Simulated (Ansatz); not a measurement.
**Si under changes of volume**

One of the cells (13.979 Å³/atom); the others are scaled copies at fixed shape and fractional positions:

```xyz
1
Lattice="-1.6269 1.6269 1.3203 1.6269 -1.6269 1.3203 1.6269 1.6269 -1.3203" Properties=species:S:1:pos:R:3 pbc="T T T"
Si    0.0000    0.0000    0.0000
```

This isn't the form of Si at room conditions, which is diamond.

| Item | Value |
| --- | --- |
| Program | Ansatz 0.2.0 |
| Functional | LDA |
| Potentials or basis | all-electron LAPW, scalar-relativistic |
| Cutoff | 154 eV (chosen from the basis error) |
| Basis error allowed | 0.001 eV/atom |
| k mesh | 13 × 13 × 13 |
| Occupations | fermi-dirac, width 0.05 eV |
| Spin | no spin polarisation |

```csv
volume (Å³/atom),energy over the lowest point (meV/atom),pressure (GPa)
13.140,15.90,6.7
13.420,6.56,4.2
13.699,?,?
13.979,0.00,-0.2
14.258,2.05,-2.0
14.538,6.92,-3.5
14.818,14.33,-5.0
```

Q: What does the run at 13.699 Å³/atom give?

A: Energy over the lowest point 1.35 meV/atom; pressure 1.9 GPa.

Worked out: A Birch-Murnaghan fit of order 3 (a polynomial in V^(-2/3)) to the other rows has its minimum at 13.95 Å³/atom with B0 = V·E''(V) = 96 GPa and B' = 5.4 at fixed shape and positions, which overstates the stiffness. It gives 1.42 meV/atom at 13.699 Å³/atom, against the run's 1.35, and -dE/dV = 1.8 GPa, against 1.9.

Energies are extrapolated to zero smearing.
